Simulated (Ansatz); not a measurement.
Runs of Ansatz 0.2.0 on WS2. The cell holds a slab with vacuum, 3 atoms: a = 3.184 Å, b = 3.184 Å, c = 16.951 Å, α = 90.00°, β = 90.00°, γ = 120.00°. 

| task | level | cell | points for each segment of the path | gap on the mesh (eV) | relaxed volume (Å³/atom) | largest force (eV/Å) |
| --- | --- | --- | --- | --- | --- | --- |
| relaxation of cell and atoms | PBE0 | relaxed | - | 3.04 | (c) | 0.01 |
| band structure | PBE0 | as given | 4 | 2.94 | - | 0.21 |
| band structure | HSE06 | as given | 4 | (a) | - | 0.22 |
| relaxation of cell and atoms | HSE06 | relaxed | - | (b) | 48.81 | - |

Alike in all rows: potentials or basis Ansatz PAW; no spin polarisation; k mesh 6 × 6 × 2; cutoff (eV) 420; smearing fermi-dirac 0.05 eV.

Q: Fill in the values left out.

A: (a) 2.28; (b) 2.37; (c) 48.79.

Caveats: spin-orbit coupling is left out, which moves the levels of the heavy elements; the PAW data sets come from PBE, with cores solved anew for the run's functional, which leaves a small shift of forces and pressure; the plane-wave basis is chosen anew once the cell has moved, so the energies of steps on either side of that aren't comparable (some runs); the thresholds are loose for stress (some runs).

A k mesh can miss the band edges, and the runs leave out spin-orbit coupling on W.
